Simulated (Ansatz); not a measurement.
Runs of Ansatz 0.2.0 on BaH2. It takes space group P6_3/mmc (No. 194, hexagonal). The conventional cell has a = 4.462 Å, b = 4.462 Å, c = 6.055 Å, α = 90.00°, β = 90.00°, γ = 120.00°. Ba (site symmetry -6m2) has 3 H at 2.58 Å as nearest neighbours. H (site symmetry -3m) is surrounded by 6 Ba at 2.99 Å and 8 H at 2.99 to 3.03 Å. H (site symmetry -6m2) has 3 Ba at 2.58 Å as nearest neighbours. The cell comes from a database or a generator and needn't be the stable form of this composition.

| level | gap on the mesh (eV) | pressure (GPa) | relaxed volume (Å³/atom) |
| --- | --- | --- | --- |
| PBEsol+D3(BJ)-ATM | 2.03 | 0.0 | (b) |
| PBEsol+D4 | (a) | 0.0 | 15.61 |
| PBEsol+D3(BJ) | 2.04 | 0.0 | 15.32 |
| PBEsol | (c) | 0.0 | 16.08 |

Alike in all rows: task relaxation of cell and atoms; potentials or basis Ansatz PAW; no spin polarisation; cell relaxed; k mesh 7 × 7 × 5; cutoff (eV) 420; smearing fermi-dirac 0.05 eV.

Task: Estimate the missing entries.

Result: (a) 1.98; (b) 15.40; (c) 1.94.

Caveats: odd divisions of the mesh miss points on the zone boundary, where band edges often lie, so the gap on the mesh can be too wide; the plane-wave basis is chosen anew once the cell has moved, so the energies of steps on either side of that aren't comparable; spin-orbit coupling is left out, which moves the levels of the heavy elements; the PAW data sets come from PBE, with cores solved anew for the run's functional, which leaves a small shift of forces and pressure.

A k mesh can miss the band edges, and the runs leave out spin-orbit coupling on Ba.
